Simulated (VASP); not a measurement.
# B3N2 (Pm-3m) in VASP: a series of runs

The runs below take B3N2 through single point, relaxation of cell and atoms, with PBE.

Program: VASP 6.6.1. These are calculated values, not measurements. Logs are shortened: lines on timing, memory, paths and dates and some standing lists are left out, and cuts for length are marked.

## 1. The cell of the first run

It takes space group Pm-3m (No. 221, cubic). The conventional cell has a = 3.342 Å, b = 3.342 Å, c = 3.342 Å, α = 90.00°, β = 90.00°, γ = 90.00°. B (site symmetry 4/mmm) has 2 N at 1.67 Å as nearest neighbours. Around N (site symmetry m-3m) lie 12 B at 2.36 Å. N (site symmetry m-3m) has 6 B at 1.67 Å as nearest neighbours.

The cell was built by a generator and needn't be a form met in nature.

## 2. Single point, PBE (random cell by space group and Wyckoff sites (Pm-3m, No. 221))

Input file INCAR:

```
SYSTEM = B3N2
PREC     = Accurate       ! precision mode
ENCUT    = 520            ! plane-wave cutoff, eV
EDIFF    = 1E-7           ! SCF threshold, eV
ISMEAR   = 0              ! smearing method
SIGMA    = 0.1            ! smearing width, eV
LREAL    = .FALSE.        ! projectors in reciprocal space
LASPH    = .TRUE.         ! aspherical terms in the spheres
NELM     = 100            ! most SCF steps
ALGO     = Fast           ! electronic algorithm
ISIF     = 2              ! what is computed and relaxed
LWAVE    = .FALSE.        ! write WAVECAR
LCHARG   = .FALSE.        ! write CHGCAR
GGA      = PE             ! functional
NBANDS   = 18             ! bands
```

Input file KPOINTS:

```
regular mesh
0
G
  12 12 12
  0 0 0
```

Input file POSCAR:

```
B3N2
1.0
    3.3420166160      0.0000000000      0.0000000000
    0.0000000000      3.3420166160      0.0000000000
    0.0000000000      0.0000000000      3.3420166160
B N
3 2
Direct
    0.0000000000      0.5000000000      0.5000000000
    0.5000000000      0.0000000000      0.5000000000
    0.5000000000      0.5000000000      0.0000000000
    0.0000000000      0.0000000000      0.0000000000
    0.5000000000      0.5000000000      0.5000000000
```

Potentials or basis: VASP PAW PBE potentials, release 64 (B, N).

Command:

```console
cat potpaw_PBE.64/B/POTCAR potpaw_PBE.64/N/POTCAR > POTCAR
mpirun -np 1 vasp_std > vasp.out
```

OUTCAR:

```text
SYSTEM = B3N2
   PREC = Accurate
   ENCUT = 520
   EDIFF = 1E-7
   ISMEAR = 0
   LREAL = .FALSE.
   LASPH = .TRUE.
   NELM = 100
   ISIF = 2
   GGA = PE

 ion  position               nearest neighbor table
   1  0.000  0.500  0.500-   5 1.67   5 1.67
   2  0.500  0.000  0.500-   5 1.67   5 1.67
   3  0.500  0.500  0.000-   5 1.67   5 1.67
   4  0.000  0.000  0.000-
   5  0.500  0.500  0.500-   1 1.67   2 1.67   3 1.67   3 1.67   2 1.67   1 1.67

  LATTYP: Found a simple cubic cell.
 ALAT       =     3.3420166160

  Lattice vectors:

 A1 = (   3.3420166160,   0.0000000000,   0.0000000000)
 A2 = (   0.0000000000,   3.3420166160,   0.0000000000)
 A3 = (   0.0000000000,   0.0000000000,   3.3420166160)

Analysis of symmetry for initial positions (statically):
=====================================================================
 Subroutine PRICEL returns:
 Original cell was already a primitive cell.

 Routine SETGRP: Setting up the symmetry group for a
 simple cubic supercell.

 Subroutine GETGRP returns: Found 48 space group operations
 (whereof 48 operations were pure point group operations)
 out of a pool of 48 trial point group operations.

The static configuration has the point symmetry O_h .

Analysis of symmetry for dynamics (positions and initial velocities):
=====================================================================
 Subroutine PRICEL returns:
 Original cell was already a primitive cell.

 Routine SETGRP: Setting up the symmetry group for a
 simple cubic supercell.

 Subroutine GETGRP returns: Found 48 space group operations
 (whereof 48 operations were pure point group operations)
 out of a pool of 48 trial point group operations.

The dynamic configuration has the point symmetry O_h .

 Subroutine INISYM returns: Found 48 space group operations
 (whereof 48 operations are pure point group operations),
 and found     1 'primitive' translations

----------------------------------------------------------------------------------------

                                     Primitive cell

  volume of cell :      37.3272

  direct lattice vectors                    reciprocal lattice vectors
     3.342016616  0.000000000  0.000000000     0.299220535  0.000000000  0.000000000
     0.000000000  3.342016616  0.000000000     0.000000000  0.299220535  0.000000000
     0.000000000  0.000000000  3.342016616     0.000000000  0.000000000  0.299220535

[... 93 lines left out ...]
   IBRION =     -1    ionic relax: 0-MD 1-quasi-New 2-CG
   NFREE  =      0    steps in history (QN), initial steepest desc. (CG)
   ISIF   =      2    stress and relaxation
   ISYM   =      2    0-nonsym 1-usesym 2-fastsym
   POTIM  = 0.5000    time-step for ionic-motion
   TEBEG  =    0.0;   TEEND  =   0.0 temperature during run
   PSTRESS=    0.0 pullay stress
   NELECT =      19.0000    total number of electrons
   NUPDOWN=      -1.0000    fix difference up-down
   EMIN   =  10.00;   EMAX   =-10.00  energy-range for DOS
   EFERMI =   0.00;   METHOD = LEGACY
   ISMEAR =     0;   SIGMA  =   0.10  broadening in eV -4-tet -1-fermi 0-gaus
   EFERMI_NEDOS =   21; number of points for ismear=-14 and -15
   IALGO  =     68    algorithm
   IMIX   =      4    mixing-type and parameters
     AMIX     =   0.40;   BMIX     =  1.00
     AMIX_MAG =   1.60;   BMIX_MAG =  1.00
  volume/ion in A,a.u.               =       7.47        50.38
  Fermi-wavevector in a.u.,A,eV,Ry     =   1.307126  2.470110 23.246617  1.708578
  Thomas-Fermi vector in A             =   2.437882
   LORBIT       =      0    0 simple, 1 ext, 2 COOP (PROOUT), +10 PAW based schemes
   GGA     = PE    functional components
   LHFCALC =     F    Hartree Fock is set to
   AEXX    =    0.0000 exact exchange contribution
   IVDW    =     0    specifies the selected vdW correction
   LEPSILON=     F    determine dielectric tensor
   LRPA    =     F    only Hartree local field effects (RPA)
 non-spin polarized calculation
 RMM-DIIS sequential band-by-band and
 Gauss-broadening in eV      SIGMA  =   0.10
  energy-cutoff  :      520.00
  volume of cell :       37.33
 maximum number of plane-waves:      1024
 NGX is ok and might be reduce to    28
   NGX = 13   NGY = 13   NGZ = 13

 number of electron      18.9999997 magnetization

 Free energy of the ion-electron system (eV)
  ---------------------------------------------------
  ext. energy  EPLUGINS =         0.00000000
  ---------------------------------------------------
  free energy    TOTEN  =       -24.68807422 eV

  energy without entropy =      -24.67969997  energy(sigma->0) =      -24.68388709

 E-fermi :   7.6782     XC(G=0): -12.1029

 val. band max:        7.6474045959   @ k =   0.1667   0.1667   0.0000
 cond. band min:       7.6818834845   @ k =   0.2500   0.0833   0.0833
 fundamental gap:      0.0344788886
 Fermi energy:         7.6781544513

 k-point     1 :       0.0000    0.0000    0.0000
  band No.  band energies     occupation
      1     -13.8354      2.00000
      2      -6.6349      2.00000
      3      -3.0865      2.00000
      4      -3.0865      2.00000
      5      -3.0865      2.00000
      6       4.8374      2.00000
[... 481 lines left out ...]
      5      -2.0826      2.00000
      6       2.9787      2.00000
[... 10 lines left out ...]
     17      14.6124      0.00000
     18      15.2173      0.00000

 [... further k-points ...]

------------------------ aborting loop because EDIFF is reached ----------------------------------------

  FORCE on cell =-STRESS in cart. coord.  units (eV):
  Direction    XX          YY          ZZ          XY          YZ          ZX
  --------------------------------------------------------------------------------------
  -------------------------------------------------------------------------------------
  Total       -0.0527076     -0.0527076     -0.0527076      0.0000000      0.0000000      0.0000000
  in kB       -2.2623400     -2.2623400     -2.2623400      0.0000000      0.0000000      0.0000000
  external PRESSURE =      -2.2623400 kB  Pullay stress =       0.0000000 kB

 VOLUME and BASIS-vectors are now :
 -----------------------------------------------------------------------------
  energy-cutoff  :      520.00
  volume of cell :       37.33
      direct lattice vectors                 reciprocal lattice vectors
     3.342016616  0.000000000  0.000000000     0.299220535  0.000000000  0.000000000
     0.000000000  3.342016616  0.000000000     0.000000000  0.299220535  0.000000000
     0.000000000  0.000000000  3.342016616     0.000000000  0.000000000  0.299220535

 POSITION                                       TOTAL-FORCE (eV/Angst)
 -----------------------------------------------------------------------------------
      0.00000      1.67101      1.67101         0.000000      0.000000      0.000000
      1.67101      0.00000      1.67101         0.000000      0.000000      0.000000
      1.67101      1.67101      0.00000         0.000000      0.000000      0.000000
      0.00000      0.00000      0.00000         0.000000      0.000000      0.000000
      1.67101      1.67101      1.67101         0.000000      0.000000      0.000000
 -----------------------------------------------------------------------------------
    total drift:                                0.000000      0.000000      0.000000

  FREE ENERGIE OF THE ION-ELECTRON SYSTEM (eV)
  ---------------------------------------------------
  free  energy   TOTEN  =       -24.6880742234 eV

  energy  without entropy=      -24.6796999662  energy(sigma->0) =      -24.68388709
```

stdout:

```text
POSCAR found type information on POSCAR B N
 POSCAR found :  2 types and       5 ions
 scaLAPACK will be used
 LDA part: xc-table for (Slater+PW92), standard interpolation
 POSCAR, INCAR and KPOINTS ok, starting setup
 FFT: planning ... GRIDC
 FFT: planning ... GRID_SOFT
 FFT: planning ... GRID
 WAVECAR not read
 entering main loop
```

Wall time 49 s (1 thread of Intel Xeon Platinum 8559C (Emerald Rapids), shared host); peak memory 0.17 GiB.

What came out:

```yaml
Free_energy: -24.6881 eV
Pressure: -0.2 GPa
Band_gap_on_the_k_mesh: none (metal or under the smearing width)
```

## 3. Relaxation of cell and atoms, PBE (random cell by space group and Wyckoff sites (Pm-3m, No. 221))

Input file INCAR:

```
  PREC = Accurate
  ENCUT = 600
  EDIFF = 1E-6
  ISMEAR = 0
  SIGMA = 0.1
  LREAL = False
  LASPH = True
  NELM = 100
  ALGO = Fast
  ISIF = 3
  LWAVE = False
  LCHARG = False
  GGA = PE
  IBRION = 2
  NSW = 100
  EDIFFG = -0.01
```

Input file KPOINTS:

```
Automatic mesh
0
Gamma
  12 12 12
```

Edit POSCAR of step 2 so:

```diff
@@ -2,5 +2,5 @@
 1.0
-    3.3420166160      0.0000000000      0.0000000000
-    0.0000000000      3.3420166160      0.0000000000
-    0.0000000000      0.0000000000      3.3420166160
+    3.3531166673      0.0000000000      0.0000000000
+    0.0000000000      3.3531166673      0.0000000000
+    0.0000000000      0.0000000000      3.3531166673
 B N
```

Potentials or basis: VASP PAW PBE potentials, release 64 (B, N).

Command:

```console
cat potpaw_PBE.64/B/POTCAR potpaw_PBE.64/N/POTCAR > POTCAR
mpirun -np 1 vasp_std > vasp.out
```

Wall time 64 s (1 thread of Intel Xeon Platinum 8559C (Emerald Rapids), shared host); peak memory 0.18 GiB.

It converged, with:

```yaml
Free_energy: -24.6943 eV
Relaxed_volume: 7.45 Å³/atom
Relaxed_cell: a = 3.340 Å, b = 3.340 Å, c = 3.340 Å, α = 90.00°, β = 90.00°, γ = 90.00°
Space_group_after_relaxing_to_0.05_Å: Pm-3m (No. 221)
Energy_gained_by_relaxing: 0.6 meV/atom
Ionic_steps: 3
Pressure_after_relaxing: 0.0 GPa
Band_gap_on_the_k_mesh: none (metal or under the smearing width)
```

Step by step:
```csv
step,energy change (eV),largest force (eV/Å),pressure (GPa),volume (Å³)
1,0.0000,0.0000,-2.05,37.70
2,-0.0029,0.0000,0.31,37.18
3,-0.0029,0.0000,0.03,37.24
```

Final structure:
```
B N
1.0
     3.33950    0.00000    0.00000
     0.00000    3.33950    0.00000
     0.00000    0.00000    3.33950
B N
3 2
Direct
  0.00000 0.50000 0.50000
  0.50000 0.00000 0.50000
  0.50000 0.50000 0.00000
  0.00000 0.00000 0.00000
  0.50000 0.50000 0.50000
```

Levels at points of the mesh, in eV from the Fermi level:
| k point | band 6 | band 7 | band 8 | band 9 | band 10 | band 11 | band 12 | band 13 |
| --- | --- | --- | --- | --- | --- | --- | --- | --- |
| (0.00, 0.00, 0.00) | -2.85 | -2.85 | -2.85 | -2.59 | -2.59 | -1.46 | 3.45 | 3.45 |
| (0.50, 0.00, 0.00) | -6.63 | -3.80 | -3.80 | -1.18 | 0.45 | 2.61 | 2.70 | 2.90 |
| (0.50, 0.50, 0.00) | -3.47 | -3.47 | -2.70 | -2.34 | -1.96 | 0.24 | 0.24 | 4.85 |
| (0.50, 0.50, 0.50) | -7.60 | -7.60 | -7.60 | 3.09 | 3.09 | 3.09 | 4.20 | 4.20 |

[end of part 1 of 2]
